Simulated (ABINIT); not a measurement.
# Ag (Fm-3m) in ABINIT: a series of runs, part 2 of 2

ABINIT 10.8.3 (patched build). Earlier steps stand in the parts before.

## (4) Band structure, LDA

Contents of run.abi:

```
# Datasets: ground state, then fixed potential
ndtset 2

# Pseudopotentials
pp_dirpath "./"
pseudos "Ag.hgh"

# Structure
acell 2.8888847545 2.8888847545 2.8888847545 Angstrom
rprim
     0.0000000000     0.7071067812     0.7071067812
     0.7071067812     0.0000000000     0.7071067812
     0.7071067812     0.7071067812     0.0000000000
ntypat 1
znucl 47
natom 1
typat 1
xred
     0.0000000000     0.0000000000     0.0000000000

# Plane-wave basis
ecut 16.0

# Exchange and correlation
ixc 7

# Bands and occupations
occopt 3
tsmear 0.05 eV

# SCF cycle
nstep 100

# Output
iomode 3
prtwf 0
prteig 0
prtebands 0
prtden1 1

# Dataset 1
kptopt1 1
ngkpt1 11 11 11
nshiftk1 1
shiftk1 0.0 0.0 0.0
nband1 5
tolvrs1 1.0e-10

# Dataset 2: bands along G-X-W-K-G-L-U-W-L-K
iscf2 -2
getden2 1
nband2 9
nbdbuf2 2
tolwfr2 1.0e-12
kptopt2 -9
ndivsm2 6
prteig2 1
kptbounds2
     0.0000000000     0.0000000000     0.0000000000
     0.5000000000     0.0000000000     0.5000000000
     0.5000000000     0.2500000000     0.7500000000
     0.3750000000     0.3750000000     0.7500000000
     0.0000000000     0.0000000000     0.0000000000
     0.5000000000     0.5000000000     0.5000000000
     0.6250000000     0.2500000000     0.6250000000
     0.5000000000     0.2500000000     0.7500000000
     0.5000000000     0.5000000000     0.5000000000
     0.3750000000     0.3750000000     0.7500000000
```

Potentials or basis: HGH LDA.

Run with:

```
> abinit run.abi > log 2>&1
```

run.abo:

```text
.Version 10.8.3 of ABINIT
 DATASET    1 : space group Fm -3 m (#225); Bravais cF (face-center cubic)
================================================================================
 Values of the parameters that define the memory need for DATASET  1.
     intxc =       0    ionmov =       0      iscf =       7    lmnmax =       6
     lnmax =       6     mgfft =      20  mpssoang =       3    mqgrid =    3001
     natom =       1  nloc_mem =       1    nspden =       1   nspinor =       1
    nsppol =       1      nsym =      48    n1xccc =       0    ntypat =       1
    occopt =       3   xclevel =       1
       mpw =         360          nfft =        8000          nkpt =          56
================================================================================
================================================================================

 DATASET    2 : space group Fm -3 m (#225); Bravais cF (face-center cubic)
================================================================================
 Values of the parameters that define the memory need for DATASET  2.
     intxc =       0    ionmov =       0      iscf =      -2    lmnmax =       6
     lnmax =       6     mgfft =      20  mpssoang =       3    mqgrid =    3001
     natom =       1  nloc_mem =       1    nspden =       1   nspinor =       1
    nsppol =       1      nsym =      48    n1xccc =       0    ntypat =       1
    occopt =       3   xclevel =       1
       mpw =         366          nfft =        8000          nkpt =         103
================================================================================
================================================================================

--------------------------------------------------------------------------------
------------- Echo of variables that govern the present computation ------------
--------------------------------------------------------------------------------
 -outvars: echo values of preprocessed input variables --------
            acell      5.4592009953E+00  5.4592009953E+00  5.4592009953E+00 Bohr
              amu      1.07868200E+02
             ecut      1.60000000E+01 Hartree
           getden1          0
           getden2          1
             iscf1          7
             iscf2         -2
                       outvar_i_n : Printing only first  50 k-points.
[... 767 lines left out ...]
 Atom  Sphere_radius  Integrated_density
    1        2.00000          0.19507404
================================================================================

 ----iterations are completed or convergence reached----

 Mean square residual over all n,k,spin=   28.291E-14; max=  99.790E-14
 reduced coordinates (array xred) for    1 atoms
       0.000000000000      0.000000000000      0.000000000000

 cartesian coordinates (angstrom) at end:
    1      0.00000000000000     0.00000000000000     0.00000000000000
 length scales=  5.459200995315  5.459200995315  5.459200995315 bohr
              =  2.888884754500  2.888884754500  2.888884754500 angstroms
 Eigenvalues (hartree) for nkpt= 103  k points:
 kpt#   1, nband=  9, wtk=  1.00000, kpt=  0.0000  0.0000  0.0000 (reduced coord)
  -0.27956    0.61541    0.75203    0.75203    0.75203    0.79499    0.79499    0.79499
   0.87861
 kpt#   2, nband=  9, wtk=  1.00000, kpt=  0.0294  0.0000  0.0294 (reduced coord)
  -0.27886    0.61443    0.73714    0.73714    0.75344    0.77997    0.81130    0.81130
   0.89589
 kpt#   3, nband=  9, wtk=  1.00000, kpt=  0.0588  0.0000  0.0588 (reduced coord)
  -0.27665    0.61157    0.71227    0.71227    0.75082    0.75751    0.84033    0.84033
   0.93184
 kpt#   4, nband=  9, wtk=  1.00000, kpt=  0.0882  0.0000  0.0882 (reduced coord)
  -0.27271    0.60712    0.68702    0.68702    0.71954    0.76394    0.87231    0.87231
   0.90801
 kpt#   5, nband=  9, wtk=  1.00000, kpt=  0.1176  0.0000  0.1176 (reduced coord)
  -0.26666    0.60143    0.66281    0.66281    0.68907    0.77219    0.84646    0.90551
   0.90551
 kpt#   6, nband=  9, wtk=  1.00000, kpt=  0.1471  0.0000  0.1471 (reduced coord)
  -0.25804    0.59483    0.63998    0.63998    0.66026    0.77711    0.79271    0.93915
[... 278 lines left out ...]
   0.06460    0.12260    0.41927    0.58203    0.58237    0.78068    0.91666    0.94815
   1.07616
 kpt# 100, nband=  9, wtk=  1.00000, kpt=  0.4125  0.4125  0.6750 (reduced coord)
   0.09003    0.13925    0.37005    0.56813    0.57226    0.79000    0.91997    0.95705
   1.06938
 kpt# 101, nband=  9, wtk=  1.00000, kpt=  0.4000  0.4000  0.7000 (reduced coord)
   0.11788    0.15718    0.32228    0.55585    0.56365    0.79117    0.90070    0.99756
   1.06823
 kpt# 102, nband=  9, wtk=  1.00000, kpt=  0.3875  0.3875  0.7250 (reduced coord)
   0.14658    0.17303    0.28080    0.54557    0.55629    0.78129    0.89212    1.03487
   1.07464
 kpt# 103, nband=  9, wtk=  1.00000, kpt=  0.3750  0.3750  0.7500 (reduced coord)
   0.15907    0.18865    0.26065    0.53735    0.55028    0.76302    0.89040    1.06251
   1.08984

== END DATASET(S) ==============================================================
================================================================================

 -outvars: echo values of variables after computation  --------
            acell      5.4592009953E+00  5.4592009953E+00  5.4592009953E+00 Bohr
           etotal1    -4.5432885199E-01
            fcart1    -0.0000000000E+00 -0.0000000000E+00 -0.0000000000E+00
            rprim      0.0000000000E+00  7.0710678120E-01  7.0710678120E-01
                       7.0710678120E-01  0.0000000000E+00  7.0710678120E-01
                       7.0710678120E-01  7.0710678120E-01  0.0000000000E+00
           strten1     1.3428887033E-03  1.3428887033E-03  1.3428887033E-03
                       0.0000000000E+00  0.0000000000E+00  0.0000000000E+00
 Calculation completed.
```

It took 3.4 s on 1 thread of Arm Neoverse V2, shared host; peak memory 0.11 GiB.

Results:

- Free energy: -12.3629 eV
- Pressure: -39.5 GPa
- Band gap on the k mesh: none (metal or under the smearing width)
- Valence electrons inside the program's atomic spheres: Ag 0.20 (radii [1.0584] Å)

Levels at the corners of the path, in eV from the Fermi level:
| point | band 1 | band 2 | band 3 | band 4 |
| --- | --- | --- | --- | --- |
| Γ | -6.63 | 17.72 | 21.44 | 21.44 |
| X | 3.56 | 6.50 | 14.29 | 14.60 |
| W | 6.89 | 6.89 | 8.01 | 10.01 |
| K | 5.30 | 6.11 | 8.07 | 15.59 |
| Γ | -6.63 | 17.72 | 21.44 | 21.44 |
| L | 0.65 | 3.06 | 17.52 | 19.75 |
| U | 5.30 | 6.11 | 8.07 | 15.59 |
| W | 6.89 | 6.89 | 8.01 | 10.01 |
| L | 0.65 | 3.06 | 17.52 | 19.75 |
| K | 5.30 | 6.11 | 8.07 | 15.59 |

Caveat: a pressure of tens of GPa on the cell as given is suspect, and the run, the potentials or the cell itself is likely at fault; HGH potentials are hard and often keep d shells in the core, so these values are rough.

## (5) Equation of state, PBE

Contents of run.abi:

```
ndtset 7
getwfk -1
scalecart1 3*0.9795861087
scalecart2 3*0.9864848297
scalecart3 3*0.9932883884
scalecart4 3*1.0000000000
scalecart5 3*1.0066227096
scalecart6 3*1.0131594038
scalecart7 3*1.0196128224

pp_dirpath "./"
pseudos "Ag.GGA_PBE-JTH.xml"

acell 2.8888847545 2.8888847545 2.8888847545 Angstrom
rprim
     0.0000000000     0.7071067812     0.7071067812
     0.7071067812     0.0000000000     0.7071067812
     0.7071067812     0.7071067812     0.0000000000
ntypat 1
znucl 47
natom 1
typat 1
xred
     0.0000000000     0.0000000000     0.0000000000

ecut 12.0
pawecutdg 24.0

kptopt 1
ngkpt 11 11 11
nshiftk 1
shiftk 0.0 0.0 0.0

ixc 11

nband 10
occopt 3
tsmear 0.05 eV

nstep 100
tolvrs 1.0e-9

iomode 3
prtwf 1
prtden 0
prteig 0
prtebands 0
enunit 1
```

Potentials or basis: JTH PAW PBE v2.0.

Run with:

```
> abinit run.abi > log 2>&1
```

It took 18 s on 1 thread of Arm Neoverse V2, shared host; peak memory 0.12 GiB.

The run converged. Its results:

```yaml
Equilibrium_volume: 17.83 Å³/atom
Bulk_modulus: 92 GPa
Pressure_derivative_of_the_bulk_modulus: "5.5 (rough: it moves with the points fitted)"
```

Energy against volume, from the lowest point:
```
volume (Å³/atom)  energy (meV/atom)
          16.025              66.00
          16.366              41.40
          16.707              23.27
          17.048              10.77
          17.389               3.28
          17.730               0.00
          18.071               0.90
```

Caveat: the cutoff is too short for stress, so the log's stress isn't used; pressures at fixed basis lie under the slope of the energies. PBE usually gives volumes a little too large and moduli too small.

## (6) Band structure, rPW86PBE

Contents of run.abi:

```
# Datasets: ground state, then fixed potential
ndtset 2

# Pseudopotentials
pp_dirpath "./"
pseudos "Ag.upf"

# Structure
acell 5.4592009917 5.4592009917 5.4592009917
rprim
     0.0000000000     0.7071067812     0.7071067812
     0.7071067812     0.0000000000     0.7071067812
     0.7071067812     0.7071067812     0.0000000000
ntypat 1
znucl 47
natom 1
typat 1
xred
     0.0000000000     0.0000000000     0.0000000000

# Plane-wave basis
ecut 41.0

# Exchange and correlation
ixc -144130

# Bands and occupations
occopt 3
tsmear 0.05 eV

# SCF cycle
nstep 100

# Output
iomode 3
prtwf 0
prteig 0
prtebands 0
enunit 1
prtden1 1

# Dataset 1
kptopt1 1
ngkpt1 11 11 11
nshiftk1 1
shiftk1 0.0 0.0 0.0
nband1 14
tolvrs1 1.0e-10

# Dataset 2: bands along G-X-W-K-G-L-U-W-L-K
iscf2 -2
getden2 1
nband2 18
nbdbuf2 2
tolwfr2 1.0e-12
kptopt2 -9
ndivsm2 8
prteig2 1
prtvol2 -3
kptbounds2
     0.0000000000     0.0000000000     0.0000000000
     0.5000000000     0.0000000000     0.5000000000
     0.5000000000     0.2500000000     0.7500000000
     0.3750000000     0.3750000000     0.7500000000
     0.0000000000     0.0000000000     0.0000000000
     0.5000000000     0.5000000000     0.5000000000
     0.6250000000     0.2500000000     0.6250000000
     0.5000000000     0.2500000000     0.7500000000
     0.5000000000     0.5000000000     0.5000000000
     0.3750000000     0.3750000000     0.7500000000
```

Potentials or basis: PseudoDojo NC SR PBE v0.4.1 standard.

Run with:

```
> abinit run.abi > log 2>&1
```

run.abo:

```text
.Version 10.8.3 of ABINIT
 DATASET    1 : space group Fm -3 m (#225); Bravais cF (face-center cubic)
================================================================================
 Values of the parameters that define the memory need for DATASET  1.
     intxc =       0    ionmov =       0      iscf =       7    lmnmax =       6
     lnmax =       6     mgfft =      32  mpssoang =       3    mqgrid =    3001
     natom =       1  nloc_mem =       1    nspden =       1   nspinor =       1
    nsppol =       1      nsym =      48    n1xccc =    2501    ntypat =       1
    occopt =       3   xclevel =       2
       mpw =        1458          nfft =       32768          nkpt =          56
================================================================================
================================================================================

 DATASET    2 : space group Fm -3 m (#225); Bravais cF (face-center cubic)
================================================================================
 Values of the parameters that define the memory need for DATASET  2.
     intxc =       0    ionmov =       0      iscf =      -2    lmnmax =       6
     lnmax =       6     mgfft =      32  mpssoang =       3    mqgrid =    3001
     natom =       1  nloc_mem =       1    nspden =       1   nspinor =       1
    nsppol =       1      nsym =      48    n1xccc =    2501    ntypat =       1
    occopt =       3   xclevel =       2
       mpw =        1460          nfft =       32768          nkpt =         139
================================================================================
[... 1251 lines left out ...]
   7.24139    7.28614   27.41261   30.50404   30.62031   30.62031   36.20899   36.38463
  36.38463   36.63619
 kpt#   4, nband= 18, wtk=  1.00000, kpt=  0.0652  0.0000  0.0652 (reduced coord)
 -80.99791  -44.38037  -44.37639  -44.37639    3.51500    6.17696    6.31102    6.31102
   7.20377    7.30272   27.44045   30.17198   30.35636   30.35636   36.30893   36.30893
  36.65434   36.80368
 kpt#   5, nband= 18, wtk=  1.00000, kpt=  0.0870  0.0000  0.0870 (reduced coord)
[... 525 lines left out ...]
   7.95215   14.83705   15.43282   19.81267   24.92656   27.88692   37.19514   37.88757
  38.37288   44.30435
 kpt# 137, nband= 18, wtk=  1.00000, kpt=  0.3929  0.3929  0.7143 (reduced coord)
 -80.97692  -44.49963  -44.47109  -44.42026    5.15690    5.67217    6.74532    7.32299
   7.95425   15.29152   15.62486   19.05110   24.54369   27.93512   36.57496   38.19701
  38.81384   44.31267
 kpt# 138, nband= 18, wtk=  1.00000, kpt=  0.3839  0.3839  0.7321 (reduced coord)
 -80.97662  -44.49978  -44.47250  -44.42233    5.10214    5.57518    6.85824    7.42235
   7.96946   15.54120   15.91831   18.47524   24.19821   27.97417   35.88801   38.46050
  39.32897   44.39189
 kpt# 139, nband= 18, wtk=  1.00000, kpt=  0.3750  0.3750  0.7500 (reduced coord)
 -80.97642  -44.50253  -44.47025  -44.42411    5.05066    5.48134    6.97493    7.49548
   8.00059   15.41027   16.34807   18.23241   23.89646   28.00526   35.20084   38.68277
  39.82120   44.56601

== END DATASET(S) ==============================================================
================================================================================

 -outvars: echo values of variables after computation  --------
            acell      5.4592009917E+00  5.4592009917E+00  5.4592009917E+00 Bohr
           etotal1    -1.5514491077E+02
            fcart1    -0.0000000000E+00 -0.0000000000E+00 -0.0000000000E+00
            rprim      0.0000000000E+00  7.0710678120E-01  7.0710678120E-01
                       7.0710678120E-01  0.0000000000E+00  7.0710678120E-01
                       7.0710678120E-01  7.0710678120E-01  0.0000000000E+00
           strten1    -3.7996322492E-04 -3.7996322491E-04 -3.7996322491E-04
                       0.0000000000E+00  0.0000000000E+00  0.0000000000E+00
 Calculation completed.
```

Wall time 55 s (1 thread of Arm Neoverse V2, shared host); peak memory 0.12 GiB.

Results:

```yaml
Free_energy: -4221.7081 eV
Pressure: 11.2 GPa
Band_gap_on_the_k_mesh: none (metal or under the smearing width)
Valence_electrons_inside_the_program's_atomic_spheres: Ag 16.36 (radii [1.0584] Å)
```

Levels at the corners of the path, in eV from the Fermi level:
```
point  band 5  band 6  band 7  band 8  band 9  band 10  band 11  band 12  band 13  band 14
    Γ   -8.03   -5.12   -5.12   -5.12   -4.09    -4.09    16.02    19.47    19.47    19.47
    X   -6.74   -6.61   -3.33   -3.08   -3.08     1.37     6.43    10.44    10.44    16.93
    W   -5.99   -5.38   -5.38   -4.08   -3.08     5.71     5.71     6.66     7.99    22.63
    K   -6.31   -5.88   -4.39   -3.87   -3.36     4.05     4.98     6.87    12.53    16.64
    Γ   -8.03   -5.12   -5.12   -5.12   -4.09    -4.09    16.02    19.47    19.47    19.47
    L   -6.70   -5.14   -5.14   -3.29   -3.29    -0.62     3.28    15.24    17.65    17.65
    U   -6.31   -5.88   -4.39   -3.87   -3.36     4.05     4.98     6.87    12.53    16.64
    W   -5.99   -5.38   -5.38   -4.08   -3.08     5.71     5.71     6.66     7.99    22.63
    L   -6.70   -5.14   -5.14   -3.29   -3.29    -0.62     3.28    15.24    17.65    17.65
    K   -6.31   -5.88   -4.39   -3.87   -3.36     4.05     4.98     6.87    12.53    16.64
```

Caveat: the potentials were made for another functional, which shifts forces and pressure.

## (7) Summary

| task | level | potentials or basis | cutoff (eV) | fine-grid cutoff | V0 of scaled cells (Å³/atom) | B0 (GPa) |
| --- | --- | --- | --- | --- | --- | --- |
| equation of state | PBEsol | JTH PAW PBE v2.0 | 463 | 925.187 eV | 16.64 | 119 |
| equation of state | OLYP | JTH PAW PBE v2.0 | 463 | 925.187 eV | - | - |
| equation of state | PBE | JTH PAW PBE v2.0 | 327 | 653.073 eV | 17.83 | 92 |
| band structure | rPW86PBE | PseudoDojo NC SR PBE v0.4.1 standard | 1116 | - | - | - |

Alike in all rows: no spin polarisation; cell as given; k mesh 11 × 11 × 11; smearing fermi-dirac 0.05 eV.

Caveats: pressures at fixed basis lie under the slope of the energies (some runs); the PAW data sets were made with another functional, which shifts forces and pressure a little (some runs); the minimum lies outside the volumes run (some runs); the potentials were made for another functional, which shifts forces and pressure (some runs).

Absolute energies hang on the potentials; compare differences alone.
